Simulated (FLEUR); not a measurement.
# InPd (Pm-3m) in FLEUR: further runs, part 3 of 3

FLEUR MaX-R8.1 (later development tree).

**6. Single point, PBE**

File inp.xml:

```xml
<?xml version="1.0" encoding="UTF-8" standalone="no"?>
<fleurInput fleurInputVersion="0.39">
   <comment>
      InPd                                                                                                
   </comment>
   <calculationSetup>
      <cutoffs Kmax="4.21" Gmax="13.0" GmaxXC="13.0" numbands="0"/>
      <scfLoop itmax="60" minDistance="0.00001" maxIterBroyd="15" imix="Anderson" alpha="0.05" precondParam="0.0" spinf="2.0" sdNocoIR="T"/>
      <coreElectrons ctail="T" frcor="F" kcrel="0" coretail_lmax="0"/>
      <xcFunctional name="pbe" relativisticCorrections="F"/>
      <magnetism jspins="1"/>
      <soc l_soc="F" theta="0.0" phi="0.0" spav="F"/>
      <expertModes spex="0" secvar="F"/>
      <geometryOptimization l_f="F" forcealpha="1.0" forcemix="BFGS" epsdisp="0.00001" epsforce="0.00001"/>
      <ldaU l_linMix="F" mixParam="0.05" spinf="1.0"/>
   </calculationSetup>
   <cell>
      <bzIntegration valenceElectrons="39.0" mode="hist" fermiSmearingEnergy="0.00183747">
         <kPointListSelection listName="default-1"/>
         <!-- k-points included here -->
         <xi:include xmlns:xi="http://www.w3.org/2001/XInclude" href="kpts.xml"> </xi:include>
      </bzIntegration>
      <!-- symmetry operations included here -->
      <xi:include xmlns:xi="http://www.w3.org/2001/XInclude" href="sym.xml"> </xi:include>
      <bulkLattice scale="1.0">
         <bravaisMatrix>
            <row-1>    6.1829661454471232     0.0000000000000000     0.0000000000000000</row-1>
            <row-2>    0.0000000000000000     6.1829661454471232     0.0000000000000000</row-2>
            <row-3>    0.0000000000000000     0.0000000000000000     6.1829661454471232</row-3>
         </bravaisMatrix>
      </bulkLattice>
   </cell>
   <atomSpecies>
      <species name="Indium (In)" element="In" atomicNumber="49">
         <mtSphere radius="2.33" gridPoints="777" logIncrement="0.017"/>
         <atomicCutoffs lmax="9" lnonsphr="9"/>
         <electronConfig flipSpins="F">
            <coreConfig>(1s1/2) (2s1/2) (2p1/2) (2p3/2) (3s1/2) (3p1/2) (3p3/2) (3d3/2) (3d5/2)</coreConfig>
            <valenceConfig>(4s1/2) (4p1/2) (4p3/2) (5s1/2) (4d3/2) (4d5/2) (5p1/2) (5p3/2)</valenceConfig>
            <stateOccupation state="(5p1/2)" spinUp="0.166667" spinDown="0.166667"/>
            <stateOccupation state="(5p3/2)" spinUp="0.333333" spinDown="0.333333"/>
         </electronConfig>
         <energyParameters s="5" p="5" d="4" f="4"/>
         <lo type="SCLO" l="0" n="4" eDeriv="0"/>
         <lo type="SCLO" l="1" n="4" eDeriv="0"/>
         <lo type="SCLO" l="1" n="4" eDeriv="1"/>
         <lo type="SCLO" l="2" n="4" eDeriv="2"/>
         <lo type="SCLO" l="3" n="4" eDeriv="2"/>
      </species>
      <species name="Palladium (Pd)" element="Pd" atomicNumber="46">
         <mtSphere radius="2.58" gridPoints="863" logIncrement="0.015"/>
         <atomicCutoffs lmax="10" lnonsphr="10"/>
         <electronConfig flipSpins="F">
            <coreConfig>(1s1/2) (2s1/2) (2p1/2) (2p3/2) (3s1/2) (3p1/2) (3p3/2) (3d3/2) (3d5/2)</coreConfig>
            <valenceConfig>(4s1/2) (4p1/2) (4p3/2) (5s1/2) (4d3/2) (4d5/2)</valenceConfig>
            <stateOccupation state="(5s1/2)" spinUp="0.500000" spinDown="0.500000"/>
            <stateOccupation state="(4d3/2)" spinUp="1.800000" spinDown="1.800000"/>
            <stateOccupation state="(4d5/2)" spinUp="2.700000" spinDown="2.700000"/>
         </electronConfig>
         <energyParameters s="5" p="5" d="4" f="4"/>
         <lo type="SCLO" l="0" n="4" eDeriv="0"/>
         <lo type="SCLO" l="1" n="4" eDeriv="0"/>
         <lo type="SCLO" l="1" n="4" eDeriv="1"/>
         <lo type="SCLO" l="2" n="4" eDeriv="2"/>
         <lo type="SCLO" l="3" n="4" eDeriv="2"/>
      </species>
   </atomSpecies>
   <atomGroups>
      <atomGroup species="Indium (In)">
         <relPos label="                   1">.0000000000 .0000000000 .0000000000</relPos>
         <force calculate="T" relaxXYZ="TTT"/>
      </atomGroup>
      <atomGroup species="Palladium (Pd)">
         <relPos label="                   2">1.000/2.000 1.000/2.000 1.000/2.000</relPos>
         <force calculate="T" relaxXYZ="TTT"/>
      </atomGroup>
   </atomGroups>
   <output dos="F" band="F" slice="F">
      <checks vchk="F" cdinf="F"/>
      <bandDOS minEnergy="-.5*Htr" maxEnergy="0.5*Htr" sigma="0.015" storeEVData="T"/>
      <vacuumDOS vacdos="F" integ="F" star="F" nstars="0" locx1="0.0" locy1="0.0" locx2="0.0" locy2="0.0" nstm="0" tworkf="0.0"/>
      <unfoldingBand unfoldBand="F" supercellX="1" supercellY="1" supercellZ="1"/>
      <plotting iplot="0" polar="F">
         <plot TwoD="T" vec1="  1.0  0.0  0.0" vec2="  0.0  1.0  0.0" vec3="  0.0  0.0  1.0" zero="  0.0  0.0  0.0" file="plot"/>
      </plotting>
      <chargeDensitySlicing numkpt="0" minEigenval="0.0" maxEigenval="0.0" nnne="0" pallst="F"/>
      <specialOutput eonly="F"/>
      <moessbauerParams electricFieldGradient="T" isomerShift="T" coreHyperfine="T" valenceHyperfine="T"/>
      <magneticCircularDichroism mcd="F" energyLo="-10.0" energyUp="0.0"/>
   </output>
  <!-- We include the file relax.xml here to enable relaxations (see documentation) -->
  <xi:include xmlns:xi="http://www.w3.org/2001/XInclude" href="relax.xml"> <xi:fallback/> </xi:include>
</fleurInput>
```

File crystal.txt:

```
InPd
&input cartesian=F /
3.2718847800  0.0000000000  0.0000000000
0.0000000000  3.2718847800  0.0000000000
0.0000000000  0.0000000000  3.2718847800
1.8897261246
1.0 1.0 1.0

2
49 0.0000000000  0.0000000000  0.0000000000
46 0.5000000000  0.5000000000  0.5000000000

&kpt div1=8 div2=8 div3=8 gamma=T /
```

Potentials or basis: all-electron, FLAPW.

Launch:

```sh
$ inpgen -f crystal.txt -profile fastHighL
$ # inp.xml edited to the form shown
$ fleur_MPI
```

Output:

```text
Welcome to FLEUR        (www.flapw.de)
      MaX-Release 8.1          (www.max-centre.eu)

 ========== k-point set info ==========
 Selected k-point list: default-1
 k-point list type: mesh
 8 x 8 x 8
 Number of k points: 35

 ------------Calculation Setup---------------------------
 Number of MPI-tasks      :            1
 Number of PE/node        :            1
 Number of OMP-threads    :            1
 Most efficient MPI parallelization for:
           1           5           7          35
 Additional eigenvalue parallelization possible
 Number of basis functions:          375
 Approximate size of matrices (H+S) per k-point:         0.002 GB
 --------------------------------------------------------
 Iteration:     1   Distance:       7.06892736 me/bohr^3
 Iteration:     2   Distance:       6.40026301 me/bohr^3
 Iteration:     3   Distance:       3.19563275 me/bohr^3
 Iteration:     4   Distance:       1.53182187 me/bohr^3
 Iteration:     5   Distance:       1.13159039 me/bohr^3
 Iteration:     6   Distance:       0.30343324 me/bohr^3
 Iteration:     7   Distance:       0.09037918 me/bohr^3
 Iteration:     8   Distance:       0.07029118 me/bohr^3
 Iteration:     9   Distance:       0.01692706 me/bohr^3
 Iteration:    10   Distance:       0.02148378 me/bohr^3
 Iteration:    11   Distance:       0.00102431 me/bohr^3
 Iteration:    12   Distance:       0.00174753 me/bohr^3
 Iteration:    13   Distance:       0.00015393 me/bohr^3
 Iteration:    14   Distance:       0.00001704 me/bohr^3
 Iteration:    15   Distance:       0.00001118 me/bohr^3
 Iteration:    16   Distance:       0.00000951 me/bohr^3

 ********************************************************************
 Run finished successfully
 Stop message:
   all done
 ********************************************************************
```

out.xml (last iteration):

```text
<iteration numberForCurrentRun="   16" overallNumber="   16">
         <energyParameters units="Htr">
            <atomicEP atomType="1" spin="1" branch="5s" branchLowest="-3.84" branchHighest="1.56" value="0.1344398200"/>
            <atomicEP atomType="1" spin="1" branch="5p" branchLowest="-2.31" branchHighest="2.31" value="0.3019661149"/>
            <atomicEP atomType="1" spin="1" branch="4d" branchLowest="-15.34" branchHighest="-0.03" value="-0.1310796127"/>
            <atomicEP atomType="1" spin="1" branch="4f" branchLowest="-9.99" branchHighest="2.31" value="0.6223140970"/>
            <loAtomicEP atomType="1" spin="1" branch="4s" branchLowest="-28.41" branchHighest="-3.84" value="-3.8491924660"/>
            <loAtomicEP atomType="1" spin="1" branch="4p" branchLowest="-23.28" branchHighest="-2.31" value="-2.3305132871"/>
            <loAtomicEP atomType="1" spin="1" branch="4p" branchLowest="-23.28" branchHighest="-2.31" value="-2.3305132871"/>
            <loAtomicEP atomType="1" spin="1" branch="4d" branchLowest="-15.34" branchHighest="-0.03" value="-0.1414314755"/>
            <loAtomicEP atomType="1" spin="1" branch="4f" branchLowest="-9.99" branchHighest="2.31" value="0.6223163973"/>
            <atomicEP atomType="2" spin="1" branch="5s" branchLowest="-2.70" branchHighest="1.56" value="0.2853692744"/>
            <atomicEP atomType="2" spin="1" branch="5p" branchLowest="-1.43" branchHighest="2.19" value="0.4238267500"/>
            <atomicEP atomType="2" spin="1" branch="4d" branchLowest="-11.53" branchHighest="0.44" value="0.2926733128"/>
            <atomicEP atomType="2" spin="1" branch="4f" branchLowest="-9.99" branchHighest="2.30" value="0.7226296735"/>
            <loAtomicEP atomType="2" spin="1" branch="4s" branchLowest="-22.94" branchHighest="-2.70" value="-2.7083641752"/>
            <loAtomicEP atomType="2" spin="1" branch="4p" branchLowest="-18.53" branchHighest="-1.43" value="-1.4542570953"/>
            <loAtomicEP atomType="2" spin="1" branch="4p" branchLowest="-18.53" branchHighest="-1.43" value="-1.4542570953"/>
            <loAtomicEP atomType="2" spin="1" branch="4d" branchLowest="-11.53" branchHighest="0.44" value="0.2874235174"/>
            <loAtomicEP atomType="2" spin="1" branch="4f" branchLowest="-9.99" branchHighest="2.30" value="0.7226307922"/>
         </energyParameters>
         <eigenvalues>
[... 85 lines left out ...]
               <shell n="3" l="2" isomerShift="0.00001"/>
            </coreIsomerShift>
            <isomerShift atomType="1" nucleusRadius="0.0001148" averageDensity="177697.18790"/>
            <isomerShift atomType="2" nucleusRadius="0.0001119" averageDensity="134783.13474"/>
            <electricFieldGradient atomType="1" VXX="0.00000" VYY="0.00000" VZZ="0.00000" asymParam="0.00000">
            </electricFieldGradient>
            <electricFieldGradient atomType="2" VXX="0.00000" VYY="0.00000" VZZ="0.00000" asymParam="0.00000">
            </electricFieldGradient>
         </moessbauerParams>
         <totalEnergy                                    value="   -10930.3473043709" units="Htr">
            <sumOfEigenvalues                            value="    -6545.2553400087">
               <coreElectrons value="-6511.5566648503"/>
               <valenceElectrons value="-33.6986751584"/>
            </sumOfEigenvalues>
            <densityCoulombPotentialIntegral value="-17600.4828156955"/>
            <densityEffectivePotentialIntegral value="-17997.5318821102"/>
            <chargeDenXCDenIntegral value="-304.3379439589"/>
            <FockExchangeEnergyValence value="0.0000000000"/>
            <FockExchangeEnergyCore value="0.0000000000"/>
            <atomTypeDependentContributions atomType="1">
               <electronNucleiInteractionDifferentMTs value="7121.1588856783"/>
               <MadelungTerm value="-30.2258310216"/>
            </atomTypeDependentContributions>
            <atomTypeDependentContributions atomType="2">
               <electronNucleiInteractionDifferentMTs value="6109.8224966439"/>
               <MadelungTerm value="-16.8372813219"/>
            </atomTypeDependentContributions>
            <tkbTimesEntropy value="0.0003724682"/>
            <freeEnergy value="-10930.3476768391"/>
            <extrapolationTo0K value="-10930.3474906050"/>
         </totalEnergy>
         <densityConvergence units="me/bohr^3">
            <chargeDensity spin="1" distance="0.0000095122"/>
         </densityConvergence>
      </iteration>
```

It took 51 s on 1 thread of Intel Xeon Platinum 8259CL at 2.50GHz (Skylake/Cascade Lake), shared host; peak memory 0.07 GiB.

Results:

* Free energy: -297429.9124 eV
* Band gap on the k mesh: none (metal or under the smearing width)
* Valence electrons inside the program's atomic spheres: In 18.76; Pd 17.14 (radii In 2.33, Pd 2.58 bohr)

Levels at points of the mesh, in eV from the Fermi level:
| k point | band 17 | band 18 | band 19 | band 20 | band 21 | band 22 | band 23 | band 24 |
| --- | --- | --- | --- | --- | --- | --- | --- | --- |
| (0.00, 0.00, 0.00) | -2.19 | -2.19 | -2.19 | 4.31 | 4.31 | 4.31 | 9.55 | 10.66 |
| (0.00, 0.00, 0.50) | -3.17 | -3.17 | -2.26 | -1.03 | 9.64 | 9.64 | 9.96 | 10.81 |
| (0.00, 0.50, 0.50) | -2.60 | -2.23 | -2.23 | -1.61 | 1.54 | 2.56 | 9.56 | 11.40 |
| (0.50, 0.50, 0.50) | -1.57 | -1.57 | 0.01 | 3.88 | 3.88 | 3.88 | 4.48 | 4.48 |

Core levels (eV from the Fermi level):
```tsv
atom	levels
1 In	1s1/2 -27733.1, 2s1/2 -4147.8, 2p1/2 -3867.7, 2p3/2 -3656.8, 3s1/2 -783.8, 3p1/2 -670.8, 3p3/2 -632.7, 3d3/2 -432.9, 3d5/2 -425.1
2 Pd	1s1/2 -24152.2, 2s1/2 -3524.9, 2p1/2 -3269.4, 2p3/2 -3110.0, 3s1/2 -635.0, 3p1/2 -534.2, 3p3/2 -506.4, 3d3/2 -328.0, 3d5/2 -322.4
```

**7. The runs side by side**

| inpgen profile | gmax | lmax | lnonsphr | kmax | gap on the mesh (eV) |
| --- | --- | --- | --- | --- | --- |
| veryFastHighL | 17.5 1/bohr | In 8, Pd 9 | In 6, Pd 7 | 3.5 1/bohr | none |
| fast | 20 1/bohr | In 7, Pd 7 | In 5, Pd 5 | 4 1/bohr | none |
| moderate | 22.5 1/bohr | In 9, Pd 10 | In 7, Pd 8 | 4.5 1/bohr | none |
| precise | 25 1/bohr | In 12, Pd 13 | In 8, Pd 8 | 5 1/bohr | none |
| - | 13 1/bohr | In 9, Pd 10 | In 9, Pd 10 | 4.21 1/bohr | none |

Alike in all rows: task single point; level PBE; potentials or basis all-electron, FLAPW; no spin polarisation; cell as given; k mesh 8 × 8 × 8; smearing fermi-dirac 0.05 eV.

Every run on the cell as given and a fine mesh finds a metal.

Compare energies only between runs with the same functional and basis.
